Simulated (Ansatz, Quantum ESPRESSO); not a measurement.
Given: the input of a run of Quantum ESPRESSO 7.5 on Cs. 

The input pw.in:

```
&CONTROL
  calculation = 'scf'
  prefix = 'pwscf'
  outdir = './tmp'
  pseudo_dir = './pseudo'
  tprnfor = .true.
  tstress = .true.
  disk_io = 'low'
/
&SYSTEM
  ibrav = 0
  nat = 1
  ntyp = 1
  ecutwfc = 55
  ecutrho = 440
  nbnd = 10
  occupations = 'smearing'
  smearing = 'fd'
  degauss = 0.00367493
/
&ELECTRONS
  conv_thr = 2d-10
  electron_maxstep = 120
  mixing_beta = 0.5
/
ATOMIC_SPECIES
Cs   132.9055 Cs_pbe_v1.uspp.F.UPF
CELL_PARAMETERS angstrom
  -3.1284650614    3.1284650614    3.1284650614
   3.1284650614   -3.1284650614    3.1284650614
   3.1284650614    3.1284650614   -3.1284650614
ATOMIC_POSITIONS crystal
Cs     0.0000000000    0.0000000000    0.0000000000
K_POINTS automatic
6 6 6 0 0 0
```

pp_density.in

```
&INPUTPP
  prefix = 'pwscf'
  outdir = './tmp'
  filplot = 'density.dat'
  plot_num = 0
/
&PLOT
  nfile = 1
  filepp(1) = 'density.dat'
  iflag = 3
  output_format = 6
  fileout = 'density.cube'
/
```

The input pp_potential.in:

```
&INPUTPP
  prefix = 'pwscf'
  outdir = './tmp'
  filplot = 'potential.dat'
  plot_num = 11
/
&PLOT
  nfile = 1
  filepp(1) = 'potential.dat'
  iflag = 3
  output_format = 6
  fileout = 'potential.cube'
/
```

Potentials or basis: SSSP 1.3 efficiency PBE.

Command:

```bash
$ OMP_NUM_THREADS=1 pw.x -in pw.in > pw.out
$ OMP_NUM_THREADS=1 pp.x -in pp_density.in > pp_density.out
$ OMP_NUM_THREADS=1 pp.x -in pp_potential.in > pp_potential.out
```

**Question.** What does the same run look like in Ansatz 0.2.0? Potentials or basis there: Ansatz PAW, cutoff 420 eV.

**Answer.** As run (cutoffs and basis follow the program's own potentials, and thresholds, step limits or extra output files can differ):

Contents of input.yaml:

```yaml
crystal:
  lattice:
    - [-3.1284650614, 3.1284650614, 3.1284650614]
    - [3.1284650614, -3.1284650614, 3.1284650614]
    - [3.1284650614, 3.1284650614, -3.1284650614]
  atoms:
    - { symbol: Cs, position: [0.0, 0.0, 0.0] }
hamiltonian:
  xc: pbe
  pseudopotentials: { kind: paw }
kpoints:
  mp_grid: { grid: [6, 6, 6] }
scf:
  occupations: { method: fermi_dirac, width: 0.05 }
output:
  forces: true
  stress: true
  eigenvalues: true
```

Potentials or basis: Ansatz PAW.

Launch:

```bash
$ ansatz run input.yaml --threads 1 --pin off --max-ram 3584MiB --backend cpu --events-out ev --progress --plain --runs-dir out
```

Both were run:

|  | Quantum ESPRESSO | Ansatz |
| --- | --- | --- |
| Pressure | -0.1 GPa | -0.1 GPa |

Ansatz's pressure holds a Pulay term of +0.00 GPa for its cutoff of 420 eV, which the other run lacks.

Where Ansatz's input types no cutoff or centring, it takes its own default and a Γ-centred mesh.

Pressure is positive in compression.
